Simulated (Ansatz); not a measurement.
## Boltzmann transport of Ti at constant τ

These are results of DFT PBEsol, scalar-relativistic, plane waves, PAW (Ansatz), not measurements. Settings: 420 eV plane-wave cutoff, Γ-centred 20×20×20 mesh, Fermi-Dirac smearing of 0.15 eV. No spin polarisation.

The cell, relaxed at this level:
```xyz
1
Lattice="0.0000 2.0318 2.0318 2.0318 0.0000 2.0318 2.0318 2.0318 0.0000" Properties=species:S:1:pos:R:3 pbc="T T T"
Ti    0.0000    0.0000    0.0000
```

In a metal these results depend on the k mesh and the smearing.

Constant relaxation time and rigid bands. The levels are interpolated over the whole zone and filled by a Fermi function at the stated temperature, with the chemical potential set by the electron count. Seebeck coefficients of a few μV/K are small differences and uncertain even in sign.

Task: Give the Drude plasma energies, the density of states at the chemical potential and σ/τ at 300 K.

Result:
- Plasma energy xx, yy, zz: 5.99, 5.99, 5.99 eV
- Density of states (thermally broadened): 1.69 states/eV/cell
- Conductivity over τ, xx, yy, zz: 7.3, 7.3, 7.3 ×10²⁰ (Ω·m·s)⁻¹

Task: And the Seebeck coefficient (μV/K)?

Result:
```
T (K) Sxx Syy Szz
  300   -3.3   -3.3   -3.3
  600   -7.0   -7.0   -7.0
  900  -10.6  -10.6  -10.6
```

This fcc form isn't the element's structure at ambient conditions.

Cost: 1 run of about 2.1 core-minutes, on AMD EPYC 7R43 (Zen 3) (shared hosts).